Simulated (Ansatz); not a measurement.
This script makes an equation of state with a fit of BaTiO3, space group Amm2 with Ansatz's Python interface.

`batio3.py`:
```python
# -*- coding: utf-8 -*-
import ansatz
import numpy as np
from scipy.optimize import curve_fit

vectors0 = np.array([
    [3.9855, 0.0, 0.0],
    [0.0, 2.8369, 2.84515],
    [0.0, -2.8369, 2.84515],
])
sites = [
    ('Ba', [0.0, 0.0, 0.0]),
    ('Ti', [0.5, 0.5124, 0.5124]),
    ('O', [0.0, 0.4874, 0.4874]),
    ('O', [0.5, 0.50524, 0.99184]),
    ('O', [0.5, 0.99184, 0.50524]),
]


def make_crystal(cell):
    crystal = ansatz.Crystal(lattice=ansatz.Lattice.of(cell))
    for symbol, position in sites:
        crystal = crystal.atom(symbol, position)
    return crystal

def vinet(v, e0, v0, b0, b1):
    eta = (v / v0) ** (1 / 3)
    return e0 + 2 * b0 * v0 / (b1 - 1) ** 2 * (2 - (5 + 3 * b1 * (eta - 1) - 3 * eta) * np.exp(-1.5 * (b1 - 1) * (eta - 1)))

volumes, energies, pressures = [], [], []
for scale in np.linspace(0.92, 1.08, 7):
    cell = vectors0 * scale ** (1 / 3)
    calc = (
        make_crystal(cell).calculation()
        .functional(ansatz.Functional.R2SCAN)
        .pseudopotentials('paw')
        .basis(48 * ansatz.Ry)
        .occupations(ansatz.OccupationsMethod.FIXED)
        .kpoints(6, 6, 6)
        .stress()
    )
    report = calc.run().report
    volumes.append(abs(np.linalg.det(cell)) / len(sites))
    energies.append(report['free_energy_ev'] / len(sites))
    pressures.append(np.trace(report['stress_gpa']) / 3)
    print(f'V = {volumes[-1]:8.4f} A^3/atom  F = {energies[-1]:.5f} eV/atom  P = {pressures[-1]:8.3f} GPa')

guess = (min(energies), volumes[int(np.argmin(energies))], 0.5, 4.5)
(e0, v0, b0, b1), _ = curve_fit(vinet, np.array(volumes), np.array(energies), p0=guess, maxfev=20000)
print(f'Vinet fit: V0 = {v0:.4f} A^3/atom, B0 = {160.21766 * b0:.1f} GPa, B1 = {b1:.2f}')
print('largest residual', round(1000 * float(np.abs(vinet(np.array(volumes), e0, v0, b0, b1) - energies).max()), 3), 'meV/atom')
```

From its runs, with one value withheld:

| V (Å³/atom) | F less the lowest row shown (meV/atom) |
| --- | --- |
| 11.838 | ? |
| 12.181 | 18.24 |
| 12.524 | 3.33 |
| 12.867 | 0.00 |
| 13.211 | 6.67 |
| 13.554 | 21.98 |
| 13.897 | 44.76 |

What is the missing energy at 11.838 Å³ an atom?

A third-order Birch-Murnaghan fit, E = E0 + (9 V0 B0 / 16) [(t - 1)³ B' + (t - 1)² (6 - 4t)] with t = (V0/V)^(2/3), through the 6 rows shown gives V0 = 12.803 Å³, B0 = 178.8 GPa, B' = 4.46 and E0 = -0.18 meV. At V = 11.838 Å³, t = 1.05361, and the fit extrapolates to 46.57 meV. The run gave 46.55 meV, a miss of 0.02 meV.

What to keep in mind:
- No spin polarisation was allowed.
- Shape and fractional positions are held along the curve, so the bulk modulus is an upper value where they are free to relax.
- Pressure is positive in compression.
- The structure is a deposited one; some such entries were measured under pressure or heat, so a shift against it needn't be the functional's error alone.
- Timing: 3.9 min on 1 thread of Arm Neoverse V1 (shared host), peak memory 0.7 GiB.
